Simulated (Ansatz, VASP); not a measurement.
**GaN in two plane-wave programs**

One calculation is typed for both programs; each brings its own data sets and cutoff. How far apart do they land?

Calculated with Ansatz 0.2.0; plane waves, with VASP 6.6.1 beside it; band structure at PBE and single point at PBE.

## Step 1: Set-up

Symmetry: F-43m, No. 216, cubic system. Conventional cell: a = 4.507 Å, b = 4.507 Å, c = 4.507 Å, α = 90.00°, β = 90.00°, γ = 90.00°. Nearest to Ga lie 4 N at 1.95 Å. N has 4 Ga at 1.95 Å nearest. Farther neighbours and most contacts between anions are not listed.

## Step 2: VASP: band structure, PBE

The same path points are solved in both programs, so levels can be compared one by one.

Lines of VASP's logs that name or quote its potential files are left out, and so is its time.

The input, INCAR:

```
SYSTEM = GaN
PREC = Accurate
ENCUT = 450
EDIFF = 1E-08
NELM = 100
ISMEAR = 0
SIGMA = 0.01
LREAL = .FALSE.
ALGO = Normal
GGA = PE
NBANDS = 15
LORBIT = 11
LWAVE = .TRUE.
LCHARG = .FALSE.
KPAR = 8
```

The input, POSCAR:

```
GaN
1.0
    0.0000000000      2.2535006075      2.2535006075
    2.2535006075      0.0000000000      2.2535006075
    2.2535006075      2.2535006075      0.0000000000
Ga N
1 1
Direct
    0.0000000000      0.0000000000      0.0000000000
    0.7500000000      0.7500000000      0.7500000000
```

The input, KPOINTS:

```
Automatic mesh
0
Gamma
4 4 4
0 0 0
```

The input, KPOINTS_OPT:

```
Line mode
12
Line-mode
Reciprocal
  0.00000000   0.00000000   0.00000000 GAMMA
  0.50000000   0.00000000   0.50000000 X

  0.50000000   0.00000000   0.50000000 X
  0.50000000   0.25000000   0.75000000 W

  0.50000000   0.25000000   0.75000000 W
  0.37500000   0.37500000   0.75000000 K

  0.37500000   0.37500000   0.75000000 K
  0.00000000   0.00000000   0.00000000 GAMMA

  0.00000000   0.00000000   0.00000000 GAMMA
  0.50000000   0.50000000   0.50000000 L

  0.50000000   0.50000000   0.50000000 L
  0.62500000   0.25000000   0.62500000 U

  0.62500000   0.25000000   0.62500000 U
  0.50000000   0.25000000   0.75000000 W

  0.50000000   0.25000000   0.75000000 W
  0.50000000   0.50000000   0.50000000 L

  0.50000000   0.50000000   0.50000000 L
  0.37500000   0.37500000   0.75000000 K

  0.62500000   0.25000000   0.62500000 U
  0.50000000   0.00000000   0.50000000 X
```

PAW data sets: Ga_d_GW and N_GW (PBE family, release 64).

The run is started by

```sh
> mpirun -np 8 vasp_std
```

Numbers of over 12 decimals in the logs are rounded to 6 here.

Log:

```text
[banner, memory and clock lines left out]
running    8 mpi-ranks, on    1 nodes
 distrk:  each k-point on    1 cores,    8 groups
 distr:  one band on    1 cores,    1 groups

 POSCAR found type information on POSCAR GaN
 POSCAR found :  2 types and       2 ions
|                                                                             |
|           W    W    AA    RRRRR   N    N  II  N    N   GGGG   !!!           |
|           W    W   A  A   R    R  NN   N  II  NN   N  G    G  !!!           |
|           W    W  A    A  R    R  N N  N  II  N N  N  G       !!!           |
|           W WW W  AAAAAA  RRRRR   N  N N  II  N  N N  G  GGG   !            |
|           WW  WW  A    A  R   R   N   NN  II  N   NN  G    G                |
|           W    W  A    A  R    R  N    N  II  N    N   GGGG   !!!           |
|                                                                             |
|     For optimal performance we recommend to set                             |
|       NCORE = 2 up to number-of-cores-per-socket                            |
|     NCORE specifies how many cores store one orbital (NPAR=cpu/NCORE).      |
|     This setting can greatly improve the performance of VASP for DFT.       |
|     The default, NCORE=1 might be grossly inefficient on modern             |
|     multi-core architectures or massively parallel machines. Do your        |
|     Unfortunately you need to use the default for GW and RPA                |
|     calculations (for HF NCORE is supported but not extensively tested      |
|     yet).                                                                   |
|                                                                             |

 LDA part: xc-table for (Slater+PW92), standard interpolation
 POSCAR, INCAR and KPOINTS ok, starting setup
 FFT: planning ... GRIDC
 FFT: planning ... GRID_SOFT
 FFT: planning ... GRID
 WAVECAR not read
 entering main loop
       N       E                     dE             d eps       ncg     rms          rms(c)
DAV:   1     0.139363883453E+03    0.13936E+03   -0.10114E+04   248   0.187E+03
DAV:   2    -0.454045633278E+01   -0.14390E+03   -0.13819E+03   261   0.390E+02
DAV:   3    -0.139402655194E+02   -0.93998E+01   -0.93552E+01   303   0.112E+02
DAV:   4    -0.141094084433E+02   -0.16914E+00   -0.16912E+00   289   0.171E+01
DAV:   5    -0.141144337104E+02   -0.50253E-02   -0.50252E-02   304   0.299E+00    0.111E+01
DAV:   6    -0.120721913858E+02    0.20422E+01   -0.53513E+00   360   0.487E+01    0.519E+00
DAV:   7    -0.120725814956E+02   -0.39011E-03   -0.30905E-01   289   0.885E+00    0.321E+00
DAV:   8    -0.120684626909E+02    0.41188E-02   -0.50280E-02   282   0.361E+00    0.378E-01
DAV:   9    -0.120667512849E+02    0.17114E-02   -0.67326E-03   366   0.237E+00    0.734E-02
DAV:  10    -0.120670068646E+02   -0.25558E-03   -0.76452E-04   262   0.525E-01    0.207E-02
DAV:  11    -0.120669956770E+02    0.11188E-04   -0.67906E-05   416   0.187E-01    0.740E-03
DAV:  12    -0.120669974936E+02   -0.18166E-05   -0.75071E-06   254   0.303E-02    0.357E-03
DAV:  13    -0.120669973428E+02    0.15087E-06   -0.61629E-07   370   0.119E-02    0.372E-04
DAV:  14    -0.120669973323E+02    0.10506E-07   -0.32379E-08   254   0.231E-03    0.206E-04
DAV:  15    -0.120669973503E+02   -0.18018E-07   -0.14738E-09   169   0.560E-04    0.224E-05
DAV:  16    -0.120669973522E+02   -0.19486E-08   -0.41034E-10   127   0.288E-04
   1 F= -.12066997E+02 E0= -.12066997E+02  d E =-.120423E-89
 Start KPOINTS_OPT (optional k-point list driver)
k-point batch [1-8\120]
       N       E                     dE             ncg
DAV:   1     0.578196548205E+03   -0.15033E+04      248
DAV:   2    -0.545689031714E+03   -0.11239E+04      275
DAV:   3    -0.633897376675E+03   -0.88208E+02      289
DAV:   4    -0.635506762452E+03   -0.16094E+01      303
DAV:   5    -0.635549017401E+03   -0.42255E-01      304
DAV:   6    -0.635550883153E+03   -0.18658E-02      327
DAV:   7    -0.635550943399E+03   -0.60246E-04      318
DAV:   8    -0.635550948167E+03   -0.47672E-05      352
DAV:   9    -0.635550948182E+03   -0.15756E-07      285
DAV:  10    -0.635550948182E+03    0.29729E-09      260
[...]
k-point batch [113-120\120]
       N       E                     dE             ncg
DAV:   1     0.374680313428E+03   -0.56674E+04      264
DAV:   2    -0.658469148452E+03   -0.10331E+04      303
DAV:   3    -0.718560774642E+03   -0.60092E+02      310
DAV:   4    -0.719665051045E+03   -0.11043E+01      303
DAV:   5    -0.719703643874E+03   -0.38593E-01      318
DAV:   6    -0.719705866433E+03   -0.22226E-02      343
DAV:   7    -0.719705908935E+03   -0.42501E-04      334
DAV:   8    -0.719705909093E+03   -0.15845E-06      341
DAV:   9    -0.719705909094E+03   -0.13284E-08      253
 writing wavefunctions
```

From OUTCAR (step 2):

```text
ion  position               nearest neighbor table
   1  0.000  0.000  0.000-   2 1.95   2 1.95   2 1.95   2 1.95
   2  0.750  0.750  0.750-   1 1.95   1 1.95   1 1.95   1 1.95

  LATTYP: Found a face centered cubic cell.
 ALAT       =     4.5070012150

 Subroutine GETGRP returns: Found 24 space group operations
 (whereof 24 operations were pure point group operations)

The static configuration has the point symmetry T_d .

 Found      8 irreducible k-points:

   k-points           NKPTS =      8   k-points in BZ     NKDIM =      8   number of bands    NBANDS=     15

   dimension x,y,z NGX =    24 NGY =   24 NGZ =   24
   dimension x,y,z NGXF=    48 NGYF=   48 NGZF=   48

   ENCUT  =  450.0 eV  33.07 Ry    5.75 a.u.   5.51  5.51  5.51*2*pi/ulx,y,z

   NELECT =      18.0000    total number of electrons

 k-points in reciprocal lattice and weights: Automatic mesh
   0.00000000  0.00000000  0.00000000       0.016
   0.25000000  0.00000000  0.00000000       0.125
   0.50000000  0.00000000  0.00000000       0.062
   0.25000000  0.25000000  0.00000000       0.094
   0.50000000  0.25000000  0.00000000       0.375
  -0.25000000  0.25000000  0.00000000       0.188
   0.50000000  0.50000000  0.00000000       0.047
  -0.25000000  0.50000000  0.25000000       0.094

 average (electrostatic) potential at core
       1 -63.7305       2 -61.3268

 E-fermi :   5.2816

 k-point     1 :       0.0000    0.0000    0.0000
  band No.  band energies     occupation
    ...
      5      -8.0792      2.00000
      6      -8.0792      2.00000
      7       5.1406      2.00000
      8       5.1406      2.00000
      9       5.1406      2.00000
     10       6.8453      0.00000
     11      15.3934      0.00000
     12      15.3934      0.00000
     13      15.3934      0.00000
     14      22.7285      0.00000
    ...

 k-point     2 :       0.2500    0.0000    0.0000
  band No.  band energies     occupation
    ...
      5      -8.0743      2.00000
      6      -8.0177      2.00000
      7       1.2679      2.00000
      8       4.6193      2.00000
      9       4.6193      2.00000
     10       9.1848      0.00000
     11      13.8967      0.00000
     12      15.8510      0.00000
     13      15.8510      0.00000
     14      21.1041      0.00000
    ...

 k-point     3 :       0.5000    0.0000    0.0000
  band No.  band energies     occupation
    ...
      5      -8.0321      2.00000
      6      -6.8008      2.00000
      7      -1.9214      2.00000
      8       4.1709      2.00000
      9       4.1709      2.00000
     10       9.7499      0.00000
     11      13.8566      0.00000
     12      15.4497      0.00000
     13      15.4497      0.00000
     14      20.7385      0.00000
    ...

  Total        0.4978902      0.4978902      0.4978902     -0.0000000      0.0000000     -0.0000000
  in kB       34.8530747     34.8530747     34.8530747     -0.0000000      0.0000000     -0.0000000
  external PRESSURE =      34.8530747 kB  Pullay stress =       0.0000000 kB

  energy-cutoff  :      450.00
  volume of cell :       22.89
      direct lattice vectors                 reciprocal lattice vectors
     0.000000000  2.253500607  2.253500607    -0.221877020  0.221877020  0.221877020
     2.253500607  0.000000000  2.253500607     0.221877020 -0.221877020  0.221877020
     2.253500607  2.253500607  0.000000000     0.221877020  0.221877020 -0.221877020

 POSITION                                       TOTAL-FORCE (eV/Angst)
 -----------------------------------------------------------------------------------
      0.00000      0.00000      0.00000         0.000000      0.000000      0.000000
      3.38025      3.38025      3.38025        -0.000000     -0.000000     -0.000000
 -----------------------------------------------------------------------------------
    total drift:                               -0.000016     -0.000016     -0.000016

  FREE ENERGIE OF THE ION-ELECTRON SYSTEM (eV)
  ---------------------------------------------------
  free  energy   TOTEN  =       -12.0669973522 eV

  energy  without entropy=      -12.0669973522  energy(sigma->0) =      -12.06699735

 total charge
# of ion       s       p       d       tot
------------------------------------------
    1        0.776   0.901  10.129  11.806
    2        1.193   2.464   0.000   3.656
--------------------------------------------------
tot          1.969   3.364  10.129  15.462

[... 3 further parts left out ...]
```

The run ends at a pressure of 3.49 GPa.

## Step 3: Ansatz: band structure, PBE

Ansatz runs on its default PAW (the set named soft_2) files.

The same cell, functional, mesh and smearing now go to Ansatz, which takes its cutoff from its data sets.

The input, input.yaml:

```yaml
crystal:
  lattice:
    - [0.0, 2.2535006075, 2.2535006075]
    - [2.2535006075, 0.0, 2.2535006075]
    - [2.2535006075, 2.2535006075, 0.0]
  atoms:
    - { symbol: Ga, position: [0.0, 0.0, 0.0] }
    - { symbol: "N", position: [0.75, 0.75, 0.75] }
hamiltonian:
  xc: pbe
  pseudopotentials: { kind: paw }
kpoints:
  mp_grid: { grid: [4, 4, 4] }
  band_path:
    path:
      - [0.0, 0.0, 0.0]
      - [0.18182, 0.0, 0.18182]
      - [0.36364, 0.0, 0.36364]
      - [0.5, 0.0, 0.5]
      - [0.5, 0.09091, 0.59091]
      - [0.5, 0.18182, 0.68182]
      - [0.5, 0.25, 0.75]
      - [0.45455, 0.29545, 0.75]
      - [0.40909, 0.34091, 0.75]
      - [0.375, 0.375, 0.75]
      - [0.20455, 0.20455, 0.40909]
      - [0.06818, 0.06818, 0.13636]
      - [0.04545, 0.04545, 0.04545]
      - [0.22727, 0.22727, 0.22727]
      - [0.40909, 0.40909, 0.40909]
      - [0.51136, 0.47727, 0.51136]
      - [0.55682, 0.38636, 0.55682]
      - [0.60227, 0.29545, 0.60227]
      - [0.61364, 0.25, 0.63636]
      - [0.56818, 0.25, 0.68182]
      - [0.51136, 0.25, 0.73864]
      - [0.5, 0.29545, 0.70455]
      - [0.5, 0.38636, 0.61364]
      - [0.5, 0.47727, 0.52273]
      - [0.47727, 0.47727, 0.54545]
      - [0.43182, 0.43182, 0.63636]
      - [0.38636, 0.38636, 0.72727]
      - [0.60227, 0.20455, 0.60227]
      - [0.55682, 0.11364, 0.55682]
      - [0.5, 0.0, 0.5]
    npoints: 1
scf:
  occupations: { method: gaussian, width: 0.01 }
  n_extra_bands: 7
output:
  forces: true
  stress: true
  eigenvalues: true
```

The run is started by

```sh
> ansatz run input.yaml --threads 2 --pin off --max-ram 4608MiB --backend cpu --events-out ev --progress --plain --runs-dir out
```

Log:

```text
scf.n_extra_bands = 7 over 9 filled bands (N_el = 18.0): the run solves 16 bands
Engine: ansatz 0.2.0, aarch64-unknown-linux-gnu
Pseudopotentials: kind: paw
Pseudopotential: Ga, paw, valence charge 13, recommended cutoff 420 eV (normal), Ga.paw.azcp
Pseudopotential: N, paw, valence charge 5, recommended cutoff 420 eV (normal), N.paw.azcp
Functional definition: PBE
  parameter kappa = 0.804
  parameter beta = 0.066725
  exchange = pbe_x(kappa = kappa, mu = beta*pi^2/3)
  correlation = pbe_c(beta = beta)
Crystal: 2 atoms, lattice volume = 22.888 Å³
Basis set: ecut = 420 eV, 459 PW (Γ), exchange–correlation on 48×48×48 points (8 copies of the dense FFT grid, shifted against one another)
Bands: 16, of which v1, the nominal top of the filled ones, is band 9 counted from 1 (8 counted from 0)
Symmetry: 24 space group operations
Space group: F-43m (ITA 216), of the structure as read, at distance tolerance 2.8e-5 Å
k-points: 8 of 64 (time reversal used)
Non-local potential: Ga, projectors of the file, l = 0: 2, l = 1: 2, l = 2: 3, l = 3: 1
Non-local potential: N, projectors of the file, l = 0: 2, l = 1: 2, l = 2: 1
PAW form: soft (Blöchl's): semilocal exchange-correlation on the pseudo side does not see the compensation charge
PAW one-centre angular grid: Ga, 590 points (default); XC on 64 Gauss nodes
PAW one-centre angular grid: N, 110 points (default); XC on 64 Gauss nodes
Initial density: superposition of atomic densities (neutral atoms: chi_scale 0, normalization atom), corrected by the library's trained network
Initial wavefunctions: pseudopotential atomic-orbital guess
Functional: x = pbe(κ = 0.804, μ = 0.219515), c = pbe(β = 0.066725)
SCF iter   1: F=—  HF=-4167.834829 eV  |F-HF|=—  |Δ(HF+E_count)|=         —  Δρ=2.75e-3  dr2=1.90e-3  ethr=1.77e-3  ⟨swp⟩=5.0  Hψ=645  notcnv=0
preconditioner: auto → none  [insulator: Δε(μ)=1.714 eV  Ē_g=22.935 eV  σ=0.010 eV  W_gap=1.00  n_scr=8 (ndim 8)  ℏωp=32.9 eV  f_vac=0.001  D(μ)=0.00/eV (n_scr^D=0)  ε∞_Penn≈3.1]
SCF iter   2: F=—  HF=-4167.834665 eV  |F-HF|=—  |Δ(HF+E_count)|=   1.64e-4  Δρ=1.02e-3  dr2=2.86e-4  ethr=1.06e-5  ⟨swp⟩=2.1  Hψ=246  notcnv=0  defer=19
SCF iter   3: F=—  HF=-4167.834664 eV  |F-HF|=—  |Δ(HF+E_count)|=   2.63e-7  Δρ=1.57e-4  dr2=3.14e-6  ethr=1.59e-6  ⟨swp⟩=2.1  Hψ=175  notcnv=0  defer=19
SCF iter   4: F=—  HF=-4167.834677 eV  |F-HF|=—  |Δ(HF+E_count)|=   1.22e-5  Δρ=6.56e-5  dr2=6.10e-7  ethr=1.75e-8  ⟨swp⟩=2.0  Hψ=181  notcnv=0  defer=19
iter 5 did not close the SCF: its close was put off for the readings that it lacked (scf_convergence_deferred on its scf_iter line)
SCF iter   5: F=-4167.834676 eV  HF=-4167.834676 eV  |F-HF|=1.81e-8  |Δ(HF+E_count)|=   6.24e-7  Δρ=1.34e-5  dr2=1.61e-8  ethr=3.39e-9  ⟨swp⟩=2.0  Hψ=181  notcnv=0  defer=19
SCF iter   6: F=-4167.834676 eV  HF=-4167.834676 eV  |F-HF|=1.28e-10  |Δ(HF+E_count)|=   2.07e-8  Δρ=2.49e-6  dr2=6.53e-10  ethr=8.96e-11  ⟨swp⟩=4.6  Hψ=508  notcnv=0
SCF 1 converged in 6 iterations: F = -4167.834676 eV  dr2 = 6.53e-10
  greatest PAW one-centre occupation: 0.995 electrons in one spin orbital (limit 2), on the Ga atom at site 0 (counted from 0), in its partial waves of l = 2
NSCF: frozen V_eff on 30 k-points
SCF converged after 6 iterations
Free energy (F): -4167.834676 eV
Harris-Foulkes:  -4167.834676 eV  (|F-HF|=1.28e-10)
Internal energy: -4167.834676 eV  (E = F + TS)
E sigma→0 (E₀):  -4167.834676 eV
Fermi energy:    10.546129 eV
--- Per-component energies (eV) ---
  E_band       = -5.314197
  E_kinetic    = 247.398598
  E_local      = -1950.433548  (includes V_loc(G=0)·N_el)
  E_nonlocal   = 474.376510
  E_hartree    = 897.504253
  E_xc         = -128.770476
  E_vxc        = -134.107688  (∫ρ·V_xc dr)
  E_paw        = -2120.475199  (= ΣΔE_a)
  E_vpaw       = -437.556581  (= ΣTr[D̂ρ^β])
  E_aug_tail   = 0.000139  (compensation charges beyond the density's cutoff)
  E_ewald      = -1587.434954
  E_smearing   = -0.000000  (= −TS)
  E_closure    = 0.000000  (closes the sum)
  Σ components = -4167.834676   (vs F -4167.834676, Δ=0.00e0)
--- Forces (eV/Å), atoms counted from 1 ---
  atom   1  Ga    -0.00000000     0.00000000     0.00000000
  atom   2  N      0.00000000    -0.00000000     0.00000000
  max |Σ_I F_I| component: 1.85e-17 eV/Å
--- Stress (GPa, compression-positive) ---
        4.962795       0.000000      -0.000000
       -0.000000       4.962795       0.000000
       -0.000000       0.000000       4.962795
  P = ⅓ Tr σ = 4.9628 GPa (49.628 kbar)
--- Band table (eV; the first three rows and the last of 8) ---
  k-point 0: bands = [... 5 lower, -3.5230, 9.6975, 9.6975, 9.6975, 11.3947, 19.9659, 19.9659, 19.9659, ... 3 higher]
  k-point 1: bands = [... 5 lower, -3.4622, 5.8250, 9.1748, 9.1748, 13.7366, 18.4557, 20.4214, 20.4214, ... 3 higher]
  k-point 2: bands = [... 5 lower, -2.2429, 2.6365, 8.7265, 8.7265, 14.3066, 18.4075, 20.0187, 20.0187, ... 3 higher]
  k-point 7: bands = [... 5 lower, -1.5229, 3.9793, 5.9900, 6.0431, 15.8944, 18.0669, 19.9258, 20.7917, ... 3 higher]
```

Run time: 1.1 s. Hardware: 2 threads of Arm Neoverse N1, shared host; peak memory 0.26 GiB; 1.8 s of CPU time.

In the SCF lines HF is the Harris–Foulkes energy and dr2 the Hartree energy of the density residual, in eV; the loop may stop once dr2 is under the threshold and the program's other checks hold. Hψ counts applications of the Hamiltonian.

## Step 4: Comparison

Known differences besides the potentials themselves: the cutoff is 420 eV in Ansatz and 450 eV in VASP; VASP leaves aspherical gradient terms in its spheres out (LASPH is not set), Ansatz keeps them. Total energies have different zeros and are not compared.

Both answers:

| quantity | Ansatz | VASP | difference |
| --- | --- | --- | --- |
| gap over the path points (eV) | 1.697 | 1.705 | -0.008 |

Levels at points of the path, from each program's valence-band top (eV; 3 filled, then empty):

| k (reciprocal lattice) | Ansatz | VASP |
| --- | --- | --- |
| 0.000 0.000 0.000 | 0.00 0.00 0.00 1.70 10.27 | 0.00 0.00 0.00 1.71 10.25 |
| 0.182 0.000 0.182 | -2.38 -0.92 -0.92 4.03 8.20 | -2.38 -0.92 -0.92 4.03 8.19 |
| 0.364 0.000 0.364 | -5.09 -2.31 -2.31 3.96 6.86 | -5.09 -2.31 -2.31 3.96 6.86 |
| 0.500 0.000 0.500 | -6.15 -2.71 -2.71 3.32 6.63 | -6.15 -2.71 -2.71 3.31 6.63 |
| 0.500 0.091 0.591 | -6.05 -3.02 -2.99 4.02 7.10 | -6.05 -3.02 -2.99 4.01 7.10 |
| 0.500 0.182 0.682 | -5.81 -3.52 -3.51 5.53 8.03 | -5.82 -3.52 -3.51 5.52 8.03 |
| 0.500 0.250 0.750 | -5.72 -3.71 -3.65 6.20 8.37 | -5.72 -3.71 -3.65 6.20 8.37 |
| 0.455 0.295 0.750 | -5.78 -4.02 -3.07 5.86 8.14 | -5.78 -4.02 -3.07 5.86 8.14 |
| 0.409 0.341 0.750 | -5.86 -4.22 -2.39 5.19 7.89 | -5.87 -4.22 -2.38 5.18 7.90 |
| 0.375 0.375 0.750 | -5.89 -4.27 -2.18 4.96 7.84 | -5.89 -4.27 -2.18 4.96 7.84 |

Among the levels compared at these points, filled levels agree within 5 meV and empty ones within 16 meV. Not compared: the pressure (VASP's GW data sets at this cutoff don't carry it).

[end of part 1 of 2]

[Lines on the potential files, build, host, timing and source positions are cut from VASP's logs without a mark.]

[Logs are printed without paths, hosts, clocks, repeated set-up lines and the standing remarks that a program may print on its own settings, such as how far it seeks lower states.]

[Hosts, paths, dates, database ids (printed as entryN), source tags and the programs' standing remarks are cut or masked in the printed files.]
